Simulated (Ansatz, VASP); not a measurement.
One calculation of CaO, two programs

File INCAR:

```
  PREC = Accurate
  ENCUT = 520
  EDIFF = 1E-6
  ISMEAR = 0
  SIGMA = 0.05
  LREAL = False
  LASPH = True
  NELM = 60
  ALGO = Normal
  ISIF = 2
  LWAVE = False
  LCHARG = False
  GGA = PE
  NBANDS = 15
```

File KPOINTS:

```
Automatic mesh
0
Gamma
  8 8 8
```

File POSCAR:

```
CaO
1.0
    0.0000000000      2.2530800000      2.3510400000
    2.2530800000      0.0000000000      2.3510400000
    2.2530800000      2.2530800000      0.0000000000
Ca O
1 1
Direct
    0.0000000000      0.0000000000      0.0000000000
    0.5000000000      0.5000000000      0.5000000000
```

Input for Ansatz:

```yaml
crystal:
  lattice:
    - [0.0, 2.25308, 2.35104]
    - [2.25308, 0.0, 2.35104]
    - [2.25308, 2.25308, 0.0]
  atoms:
    - { symbol: Ca, position: [0.0, 0.0, 0.0] }
    - { symbol: O, position: [0.5, 0.5, 0.5] }
basis:
  ecutwfc: 420
kpoints:
  mp_grid: { grid: [8, 8, 8] }
hamiltonian:
  xc: pbe
scf:
  occupations: { method: gaussian, width: 0.05 }
output:
  forces: true
  stress: true
  eigenvalues: true
```

Change from the starting cell: strain -0.080 along x and y, -0.040 along z, atoms carried along.

Alike in both runs: task single point; functional PBE; k mesh 8 × 8 × 8; occupations gaussian, width 0.05 eV; no spin polarisation.

|  | VASP | Ansatz |
| --- | --- | --- |
| version | VASP 6.6.1 | Ansatz 0.2.0 |
| potentials or method | VASP PAW PBE potentials, release 64 (Ca_sv, O) | scalar-relativistic, plane waves, PAW |
| plane-wave cutoff (eV) | 520 | 420 |
| valence electrons in the cell | 16 | 16 |

Ansatz gave:

```
gap on the k mesh at the Fermi level (eV)       : 3.46
least direct gap on the mesh (eV)               : 3.78
pressure (GPa)                                  : 25.8
largest component of the traceless stress (GPa) : 8.96
```

Problem. Estimate VASP's values.

Solution. gap on the k mesh at the Fermi level (eV): 3.43; least direct gap on the mesh (eV): 3.76; pressure (GPa): 27.0; largest component of the traceless stress (GPa): 9.28.

With one functional, cell and mesh, what is left measures potentials, basis and numerics.

Caveats: so large a pressure means that the cell lies far from this level's equilibrium, or that cutoff or potentials fall short (VASP). A k mesh can miss the band edges.
